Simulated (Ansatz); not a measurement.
# Os/AlN/Al: conductance against the thickness of the layer, part 2 of 6

Aim: the conductance of Os/AlN/Al junctions as the barrier thickens. The lower electrode is Os hcp(0001), the upper one Al fcc(111); the barrier is AlN rock salt(111) (Al and Al faces). In the first transport cell, after relaxation, the nearest pair of electrode and barrier is Os–Al at 2.66 Å, at a slant, at the lower face and Al–Al at 2.78 Å, at a slant, at the upper one. All share a net of side 2.75 Å, which strains the lower electrode by +0.0 %, the upper one by -3.7 % and the barrier by -4.5 %, against typed lattice constants near PBE's. The first steps treat the bulk electrodes alone.

Ansatz 0.2.0; PBE DFT, plane waves, PAW files (the session's first sound run).

So far. Step 2 (Layer spacing of the electrode, 2 atoms, electrode Os …): Little changed from the start: no atom moved by 0.005 Å and no cell edge by 0.1 %.

**4. Relaxation**

System of this step: Os/AlN/Al. The cell holds 17 atoms: 4 Os, 9 Al and 4 N. Cell: a = 2.750 Å, b = 2.750 Å, c = 43.473 Å, α = 90.0°, β = 90.0°, γ = 120.0°. Vacuum lies along c.

Tunnelling depends exponentially on distance, so the interfaces are relaxed first. A short slab in vacuum serves: only the barrier and the layers next to it are taken over, and later cells can add or drop layers in the barrier's middle. The dipole correction removes the field that unlike faces would set up across the vacuum.

The input, input.yaml:

```yaml
crystal:
  lattice:
    - [2.75, 0.0, 0.0]
    - [-1.375, 2.3815698604, 0.0]
    - [0.0, 0.0, 43.4731281583]
  atoms:
    - { symbol: Os, position: [0.0, 0.0, 0.1840217242] }
    - { symbol: Os, position: [0.33333333, 0.66666667, 0.2340526305] }
    - { symbol: Os, position: [0.0, 0.0, 0.2840835367] }
    - { symbol: Os, position: [0.33333333, 0.66666667, 0.334114443] }
    - { symbol: Al, position: [0.66666667, 0.33333333, 0.3843487434] }
    - { symbol: "N", position: [0.0, 0.0, 0.412215735] }
    - { symbol: Al, position: [0.33333333, 0.66666667, 0.4400827266] }
    - { symbol: "N", position: [0.66666667, 0.33333333, 0.4679497182] }
    - { symbol: Al, position: [0.0, 0.0, 0.4958167098] }
    - { symbol: "N", position: [0.33333333, 0.66666667, 0.5236837014] }
    - { symbol: Al, position: [0.66666667, 0.33333333, 0.551550693] }
    - { symbol: "N", position: [0.0, 0.0, 0.5794176846] }
    - { symbol: Al, position: [0.33333333, 0.66666667, 0.6072846762] }
    - { symbol: Al, position: [0.66666667, 0.33333333, 0.6508082617] }
    - { symbol: Al, position: [0.0, 0.0, 0.7058649331] }
    - { symbol: Al, position: [0.33333333, 0.66666667, 0.7609216044] }
    - { symbol: Al, position: [0.66666667, 0.33333333, 0.8159782758] }
kpoints:
  mp_grid: { grid: [12, 12, 1] }
scf:
  occupations: { method: fermi_dirac, width: 0.1 }
  max_iter: 150
hamiltonian:
  xc: pbe
efield:
  axis: 3
  dipole_correction: true
relax:
  f_tol: 0.04
  max_steps: 60
output:
  forces: true
```

Launch:

```sh
$ ansatz run input.yaml --threads 4 --pin off --max-ram 10240MiB --backend cpu --events-out ev --progress --plain --runs-dir out
```

Numbers of over 12 decimals in the logs are rounded to 6 here.

Output:

```text
[...]
Crystal: 17 atoms, lattice volume = 284.719 Å³
Basis set: ecut = 420 eV, 5563 PW (Γ), exchange–correlation on 40×40×600 points (8 copies of the dense FFT grid, shifted against one another)
Bands: 73, of which v1, the nominal top of the filled ones, is band 56 counted from 1 (55 counted from 0)
Symmetry: 6 space group operations
[...]
k-points: 19 of 144 (time reversal used)
[...]
SCF iter   1: F=—  HF=-51918.902706 eV  |F-HF|=—  |Δ(HF+E_count)|=         —  Δρ=1.80e-2  dr2=1.54e2  ethr=1.77e-3  p=0.095 e·Å  D=6.06e-2 V/Å  ΔV_dip=-2.63 eV  dr2_dipole=2.16e2  V_vac-E_F(+/−)=3.12/5.78 eV  ⟨swp⟩=12.2  Hψ=8103  notcnv=0  defer=32
efield: sawtooth ramp at fractional position 0.9500 (placed from the atoms, in the widest stretch of the axis that holds none; the zero of the levels goes with the place), width 0.1000; the density the first Hamiltonian is built on has a dipole p = 0.095 e·Å; the dipole correction subtracts the counter field D = 6.06e-2 V/Å, which shifts the + side's vacuum level by -2.63 eV against the − side's; the planar-averaged density in the ramp window peaks in size at 2.4e-4 e/Å³
[...]
SCF iter   2: F=—  HF=-51918.135559 eV  |F-HF|=—  |Δ(HF+E_count)|=   7.67e-1  Δρ=5.65e-3  dr2=4.77e0  ethr=1.77e-3  p=0.037 e·Å  D=2.38e-2 V/Å  ΔV_dip=-1.03 eV  dr2_dipole=7.28e0  V_vac-E_F(+/−)=4.35/5.38 eV  ⟨swp⟩=3.2  Hψ=1874  notcnv=1  defer=56
[...]
SCF iter   8: F=-51918.083400 eV  HF=-51918.083465 eV  |F-HF|=6.59e-5  |Δ(HF+E_count)|=   1.95e-6  Δρ=2.59e-5  dr2=3.88e-5  ethr=3.60e-8  p=0.044 e·Å  D=2.79e-2 V/Å  ΔV_dip=-1.21 eV  dr2_dipole=2.84e-5  V_vac-E_F(+/−)=4.14/5.35 eV  ⟨swp⟩=4.9  Hψ=4572  notcnv=0
SCF 1 converged in 8 iterations: F = -51918.083400 eV  dr2 = 3.88e-5
[...]
relax step   1: F+E_penalty+E_count = -51918.08339956 eV  Δ(F+E_penalty+E_count) = +0.000e0 eV  max|allowed force component| = 2.990e0 eV/Å  Δτ_max = 0.0000 Å  (8 SCF iters, dr2 threshold 4.00e-5 eV, accepted)
[...]
SCF iter   1: F=—  HF=-51918.688819 eV  |F-HF|=—  |Δ(HF+E_count)|=         —  Δρ=1.08e-2  dr2=3.32e0  ethr=2.89e-3  p=0.044 e·Å  D=2.79e-2 V/Å  ΔV_dip=-1.21 eV  dr2_dipole=5.59e-3  V_vac-E_F(+/−)=4.09/5.30 eV  ⟨swp⟩=1.1  Hψ=5585  notcnv=0  defer=53
efield: sawtooth ramp at fractional position 0.9500 (handed on by an earlier solve), width 0.1000; the density the first Hamiltonian is built on has a dipole p = 0.044 e·Å; the dipole correction subtracts the counter field D = 2.79e-2 V/Å, which shifts the + side's vacuum level by -1.21 eV against the − side's; the planar-averaged density in the ramp window peaks in size at 1.5e-5 e/Å³
[...]
SCF iter   2: F=—  HF=-51918.583767 eV  |F-HF|=—  |Δ(HF+E_count)|=   1.05e-1  Δρ=6.05e-3  dr2=3.86e-1  ethr=2.89e-3  p=0.038 e·Å  D=2.40e-2 V/Å  ΔV_dip=-1.04 eV  dr2_dipole=9.25e-2  V_vac-E_F(+/−)=4.15/5.19 eV  ⟨swp⟩=2.4  Hψ=2192  notcnv=0  defer=53
[...]
SCF iter   7: F=-51918.517384 eV  HF=-51918.517422 eV  |F-HF|=3.73e-5  |Δ(HF+E_count)|=   1.81e-5  Δρ=4.23e-5  dr2=4.44e-5  ethr=9.01e-8  p=0.041 e·Å  D=2.63e-2 V/Å  ΔV_dip=-1.14 eV  dr2_dipole=6.11e-10  V_vac-E_F(+/−)=4.12/5.26 eV  ⟨swp⟩=3.9  Hψ=5355  notcnv=0
SCF 2 converged in 7 iterations: F = -51918.517384 eV  dr2 = 4.44e-5
relax step   2: F+E_penalty+E_count = -51918.51738445 eV  Δ(F+E_penalty+E_count) = -4.340e-1 eV  max|allowed force component| = 1.061e0 eV/Å  Δτ_max = 0.1948 Å  (7 SCF iters, dr2 threshold 1.00e-4 eV, accepted)
SCF iter   1: F=—  HF=-51918.725110 eV  |F-HF|=—  |Δ(HF+E_count)|=         —  Δρ=6.89e-3  dr2=3.51e0  ethr=3.10e-3  p=0.041 e·Å  D=2.63e-2 V/Å  ΔV_dip=-1.14 eV  dr2_dipole=1.49e0  V_vac-E_F(+/−)=4.09/5.24 eV  ⟨swp⟩=4.6  Hψ=4045  notcnv=0  defer=54
[...]
SCF iter   7: F=-51918.646402 eV  HF=-51918.646424 eV  |F-HF|=2.15e-5  |Δ(HF+E_count)|=   1.61e-6  Δρ=2.98e-5  dr2=1.50e-5  ethr=6.34e-8  p=0.046 e·Å  D=2.90e-2 V/Å  ΔV_dip=-1.26 eV  dr2_dipole=9.45e-6  V_vac-E_F(+/−)=4.05/5.31 eV  ⟨swp⟩=3.7  Hψ=5173  notcnv=0
WARN: efield: at this solve's end the planar-averaged density reaches 1.25e-5 e/Å³ inside the ramp window [0.9270, 0.0730] (bound 1e-5 e/Å³), and -3.88e-6 e/Å³ on another of its planes; by the running means of the window's planes the mean density over a ramp is at most 1.22e-5 e/Å³, which is held to the bound (the quickstart, § The vacuum guard, A window that rings); the window's nearer edge stands 4.59 Å from this s [...]
SCF 3 converged in 7 iterations: F = -51918.646402 eV  dr2 = 1.50e-5
relax step   3: F+E_penalty+E_count = -51918.64640207 eV  Δ(F+E_penalty+E_count) = -1.290e-1 eV  max|allowed force component| = 2.328e-1 eV/Å  Δτ_max = 0.1525 Å  (7 SCF iters, dr2 threshold 7.03e-5 eV, accepted)
[...]
relax step   4: F+E_penalty+E_count = -51918.65220615 eV  Δ(F+E_penalty+E_count) = -5.804e-3 eV  max|allowed force component| = 1.276e-1 eV/Å  Δτ_max = 0.0401 Å  (7 SCF iters, dr2 threshold 3.39e-6 eV, accepted)
[...]
relax step   5: F+E_penalty+E_count = -51918.65399717 eV  Δ(F+E_penalty+E_count) = -1.791e-3 eV  max|allowed force component| = 1.357e-1 eV/Å  Δτ_max = 0.0095 Å  (7 SCF iters, accepted)
[...]
relax step   6: F+E_penalty+E_count = -51918.65440164 eV  Δ(F+E_penalty+E_count) = -4.045e-4 eV  max|allowed force component| = 4.757e-2 eV/Å  Δτ_max = 0.0064 Å  (5 SCF iters, dr2 threshold 5.53e-6 eV, accepted)
SCF iter   1: F=—  HF=-51918.654747 eV  |F-HF|=—  |Δ(HF+E_count)|=         —  Δρ=1.69e-4  dr2=8.16e-4  ethr=7.05e-6  p=0.046 e·Å  D=2.93e-2 V/Å  ΔV_dip=-1.27 eV  dr2_dipole=1.05e-5  V_vac-E_F(+/−)=4.04/5.31 eV  ⟨swp⟩=1.4  Hψ=1760  notcnv=0  defer=62
[...]
SCF iter   6: F=-51918.654509 eV  HF=-51918.654509 eV  |F-HF|=7.42e-10  |Δ(HF+E_count)|=   3.03e-8  Δρ=1.74e-6  dr2=1.36e-8  ethr=9.01e-11  p=0.046 e·Å  D=2.93e-2 V/Å  ΔV_dip=-1.27 eV  dr2_dipole=5.11e-9  V_vac-E_F(+/−)=4.04/5.31 eV  ⟨swp⟩=5.0  Hψ=4594  notcnv=0
[...]
SCF 7 converged in 6 iterations: F = -51918.654509 eV  dr2 = 1.36e-8
relax step   7: F+E_penalty+E_count = -51918.65450852 eV  Δ(F+E_penalty+E_count) = -1.069e-4 eV  max|allowed force component| = 1.113e-2 eV/Å  Δτ_max = 0.0017 Å  (6 SCF iters, accepted)
SCF converged after 6 iterations
Free energy (F): -51918.654509 eV
[...]
Internal energy: -51918.483938 eV  (E = F + TS)
E sigma→0 (E₀):  -51918.569223 eV
Entropy (-TS):   -0.170570 eV (-10.034 meV/atom)
Fermi energy:    9.007170 eV
Dipole field:    D = 0.029227 V/Å  (p = 0.045987 e·Å, saw-weighted, corrected)
Work function:   Φ+ = 4.0417 eV   Φ− = 5.3123 eV
Levels:          The Fermi level and band energies are counted from a zero that moves with the ramp; work functions are not
Vacuum region:   at the solve's end the planar-averaged density reaches 1.35e-5 e/Å³ inside the ramp window [0.9270, 0.0730] (bound 1e-5 e/Å³), and -4.15e-6 e/Å³ on another of its planes; by the running means of the window's planes the mean density over a ramp is at most 1.27e-5 e/Å³, which is held to the bound (the quickstart, § The vacuum guard, A window that rings)
[...]
--- Forces (eV/Å), atoms counted from 1 ---
  atom   1  Os    -0.00000000     0.00000000     0.00021550
  atom   2  Os     0.00000000    -0.00000000     0.00007556
  atom   3  Os     0.00000000     0.00000000    -0.00152861
  atom   4  Os     0.00000000    -0.00000000     0.00020417
  atom   5  Al     0.00000000    -0.00000000    -0.00063523
  atom   6  N      0.00000000     0.00000000    -0.00178424
  atom   7  Al     0.00000000     0.00000000     0.00496511
  atom   8  N      0.00000000     0.00000000    -0.00112444
  atom   9  Al    -0.00000000     0.00000000    -0.00142726
  atom  10  N      0.00000000     0.00000000     0.00091691
  atom  11  Al     0.00000000    -0.00000000     0.00623557
  atom  12  N     -0.00000000     0.00000000     0.00447411
  atom  13  Al    -0.00000000     0.00000000    -0.01112680
  atom  14  Al     0.00000000     0.00000000     0.00048434
  atom  15  Al     0.00000000     0.00000000     0.00013297
  atom  16  Al    -0.00000000    -0.00000000     0.00087733
  atom  17  Al     0.00000000     0.00000000    -0.00091901
  max |Σ_I F_I| component: 3.60e-5 eV/Å
--- Relaxed structure (7 steps of the walk, 7 accepted, 0 SCFs on fresh bases) ---
  F+E_penalty+E_count = -51918.65450852 eV   max|allowed force component| = 1.113e-2 eV/Å
  atoms:
    - { symbol: Os, position: [3.63525522210019e-17, 2.850600000578131e-17, 0.186507] }
    - { symbol: Os, position: [0.333333, 0.666667, 0.235144] }
    - { symbol: Os, position: [3.1515259184767347e-17, 2.7123916281142868e-17, 0.284523] }
    - { symbol: Os, position: [0.333333, 0.666667, 0.334608] }
    - { symbol: Al, position: [0.666667, 0.333333, 0.383667] }
    - { symbol: N, position: [2.932228392841641e-17, 2.6497351922185455e-17, 0.411727] }
    - { symbol: Al, position: [0.333333, 0.666667, 0.438474] }
    - { symbol: N, position: [0.666667, 0.333333, 0.466158] }
    - { symbol: Al, position: [2.3683299589709974e-17, 2.4886213539697907e-17, 0.492943] }
    - { symbol: N, position: [0.333333, 0.666667, 0.520589] }
    - { symbol: Al, position: [0.666667, 0.333333, 0.547410] }
    - { symbol: N, position: [1.988888308045899e-17, 2.380209453705477e-17, 0.574940] }
    - { symbol: Al, position: [0.333333, 0.666667, 0.602416] }
    - { symbol: Al, position: [0.666667, 0.333333, 0.654855] }
    - { symbol: Al, position: [4.1246592151525775e-17, 2.990429712878815e-17, 0.710420] }
    - { symbol: Al, position: [0.333333, 0.666667, 0.766031] }
    - { symbol: Al, position: [0.666667, 0.333333, 0.821783] }
```

Wall time 38 s (4 threads of Intel Xeon Platinum 8375C at 2.90GHz (Ice Lake), shared host); peak memory 0.97 GiB; 2.4 min of CPU time.

This run has no spin polarisation although its electron count is odd.

Step by step:

```
step  energy less that of the first step (eV)  largest force component (eV/Å)
   1                                   0.0000                          2.9905
   2                                  -0.4340                          1.0609
   3                                  -0.5630                          0.2328
   4                                  -0.5688                          0.1276
   5                                  -0.5706                          0.1357
   6                                  -0.5710                          0.0476
   7                                  -0.5711                          0.0111
```

The run keeps the 6 symmetry operations that it works with, so distortions that break them were not tested.

The atoms that moved most (Å):

```
atom     dx     dy      dz  length
Al17  0.000  0.000   0.252   0.252
Al16  0.000  0.000   0.222   0.222
Al13  0.000  0.000  -0.212   0.212
Al15  0.000  0.000   0.198   0.198
 N12  0.000  0.000  -0.195   0.195
Al11  0.000  0.000  -0.180   0.180
Al14  0.000  0.000   0.176   0.176
 N10  0.000  0.000  -0.135   0.135
```

This step gave:

```
free energy  : -51918.6545 eV
Fermi energy : 9.007 eV
```

The largest force component on a free atom ends at 0.011 eV/Å. At one or more of this run's solves the program warned of density in the dipole ramp over its bound, where dipole, forces and levels can be off.

(Continued in part 3 of 6.)

[Logs are printed without paths, hosts, clocks, repeated set-up lines and the standing remarks that a program may print on its own settings, such as how far it seeks lower states.]

[Hosts, paths, dates, database ids (printed as entryN), source tags and the programs' standing remarks are cut or masked in the printed files.]
